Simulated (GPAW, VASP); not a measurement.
This is a calculation of W (Tungsten) for VASP 6.6.1. 

The input INCAR:

```
SYSTEM = W
PREC = Accurate
ENCUT = 520
EDIFF = 1E-6
ISMEAR = 0
SIGMA = 0.05
LREAL = .FALSE.
LASPH = .TRUE.
NELM = 100
ALGO = Fast
ISIF = 2
LWAVE = .FALSE.
LCHARG = .TRUE.
GGA = CA
LELF = .TRUE.
LVHAR = .TRUE.
NBANDS = 13
```

KPOINTS

```
Automatic mesh
0
G
  12 12 12
  0 0 0
```

File POSCAR:

```
W
1.0
   -1.5823450000      1.5823450000      1.5823450000
    1.5823450000     -1.5823450000      1.5823450000
    1.5823450000      1.5823450000     -1.5823450000
W
1
Cartesian
    0.0000000000      0.0000000000      0.0000000000
```

Potentials or basis: VASP PAW LDA potentials, release 64 (W_sv).

The run is started by

```sh
$ cat potpaw_LDA.64/W_sv/POTCAR > POTCAR
$ mpirun -np 1 vasp_std > vasp.out
```

**Question.** Set up the same calculation for GPAW 26.7.0 (ASE script). Potentials or basis there: the program's PAW data sets (release 1.2.1) made for this functional, cutoff 600 eV.

**Answer.** As run (cutoffs and basis follow the program's own potentials, and thresholds, step limits or extra output files can differ):

File run.py:

```python
from ase.dft.bandgap import bandgap
from ase.io import read, write
from ase.units import Bohr, GPa
from gpaw import GPAW, PW
from gpaw.elf import elf_from_dft_calculation

atoms = read('W.xyz')

calc = GPAW(mode=PW(600),
            xc='LDA',
            kpts={'size': (12, 12, 12), 'gamma': True},
            occupations={'name': 'methfessel-paxton', 'order': 0, 'width': 0.05},
            nbands=16,
            convergence={'density': 1e-05, 'energy': 1e-05},
            maxiter=150,
            txt='gpaw.txt')
atoms.calc = calc
energy = atoms.get_potential_energy()
forces = atoms.get_forces()
stress = atoms.get_stress()
calc.write('gs.gpw')
write('result.traj', atoms)
print(f'Energy: {energy:.6f} eV')
print('Forces (eV/A):')
print(forces.round(4))
print('Stress (GPa):', (stress / GPa).round(3))
print('Fermi level:', round(calc.get_fermi_level(), 4), 'eV')
print(f'Gap: {bandgap(calc)[0]:.4f} eV, direct: {bandgap(calc, direct=True)[0]:.4f} eV')

# fields on the real-space grid
write('density.cube', atoms, data=calc.get_pseudo_density() * Bohr**3)
write('potential.cube', atoms, data=calc.get_electrostatic_potential())
write('elf.cube', atoms, data=elf_from_dft_calculation(calc).data)
```

The input W.xyz:

```xyz
1
Lattice="-1.5823450000 1.5823450000 1.5823450000 1.5823450000 -1.5823450000 1.5823450000 1.5823450000 1.5823450000 -1.5823450000" Properties=species:S:1:pos:R:3 pbc="T T T"
W      0.0000000000      0.0000000000      0.0000000000
```

Potentials or basis: the program's PAW data sets (release 1.2.1) made for this functional, pw.

Command:

```bash
$ OMP_NUM_THREADS=1 python run.py
```

Both were run:

|  | VASP | GPAW |
| --- | --- | --- |
| Pressure | -7.4 GPa | -9.9 GPa |

The two programs' LDA may be different fits to the electron gas.

Pressure is positive in compression.
